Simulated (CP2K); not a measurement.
The system is HfO2.

```xyz
12
Lattice="5.0803 0.0000 0.0000 0.0000 5.1649 0.0000 0.0000 0.0000 4.8909" Properties=species:S:1:pos:R:3 pbc="T T T"
Hf    1.1308    4.0379    1.3307
Hf    3.6710    3.7094    3.5602
Hf    3.9495    1.1270    1.3307
Hf    1.4093    1.4555    3.5602
O     0.9491    0.8452    0.5113
O     3.4892    1.7372    4.3796
O     4.1312    4.3196    0.5113
O     1.5911    3.4277    4.3796
O     0.0000    2.5824    2.3919
O     2.5402    0.0000    2.4990
O     0.0000    0.0000    2.8153
O     2.5402    2.5824    2.0756
```

The cell comes from a database or a generator and needn't be the stable form of this composition.

Base run:

| Property | Result |
| --- | --- |
| Program | CP2K 2026.2 |
| Functional | PBE |
| Potentials or basis | POTENTIAL_UZH Hf GTH-PBE-q12, O GTH-PBE-q6; DZVP-MOLOPT-PBE-GTH basis |
| Density cutoff | 11565 eV |
| k mesh | 4 × 4 × 4 |
| Occupations | fermi-dirac, width 0.05 eV |
| Spin | no spin polarisation |

Its results: band gap on the k mesh 3.86 eV, direct; pressure 3.9 GPa; largest force 0.211 eV/Å.

**Question.** The run is repeated on the same cell with these changes: functional from PBE to TASK. What comes out?

**Answer.** Band gap on the k mesh 5.18 eV, direct; pressure 13.3 GPa; largest force 0.289 eV/Å.

TASK gives the wider gap, since meta-GGAs in the generalised Kohn-Sham scheme recover part of the derivative discontinuity.

Caveats: spin-orbit coupling is left out, which moves the levels of the heavy elements; the basis of atomic orbitals isn't converged, which shifts pressures, moduli and gaps; the potentials were made for another functional, which shifts forces and pressure (some runs).
